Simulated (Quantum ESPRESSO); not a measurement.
## PbS (Galena): dielectric tensor and Born charges under several settings

```xyz
2
Lattice="0.0000 2.9657 2.9657 2.9657 0.0000 2.9657 2.9657 2.9657 0.0000" Properties=species:S:1:pos:R:3 pbc="T T T"
Pb    0.0000    0.0000    0.0000
S     2.9657    2.9657    2.9657
```

All runs used Quantum ESPRESSO 7.5; k mesh 8 × 8 × 8, shifted; given cell; no spin polarisation; cutoff 762 eV; occupations smeared at first, fixed for the response.

```tsv
level	potentials	pressure (GPa)	ε∞ (diagonal)	Born charge of atom 1 (e)	sum of the Born charges (e)
LDA	PseudoDojo 0.4.1 SR LDA standard	-2.6	18.09	4.55	0.01
PBE	PseudoDojo 0.4.1 SR PBE standard	2.3	16.33	4.44	0.01
PBEsol	PseudoDojo 0.4.1 SR PBEsol standard	-0.8	17.50	4.48	0.01
WC	PseudoDojo 0.4.1 SR PBE standard	-0.7	17.75	4.50	0.01
BLYP	PseudoDojo 0.4.1 SR PBE standard	?	?	?	?
AM05	PseudoDojo 0.4.1 SR PBE standard	-0.2	17.14	4.51	0.01
```

Problem. What stands in the row left open?

Solution. Pressure 6.1 GPa; ε∞ 15.72; Born charge of atom 1 4.50 e; sum of the Born charges 0.00 e.

Caveats: the potentials were made for another functional, which shifts forces and pressure (some runs); the cell is more than 3 GPa from zero pressure, which shifts response properties (some runs).

For the row left open. Caveat: the potentials were made for another functional, which shifts forces and pressure; the cell is more than 3 GPa from zero pressure, which shifts response properties.
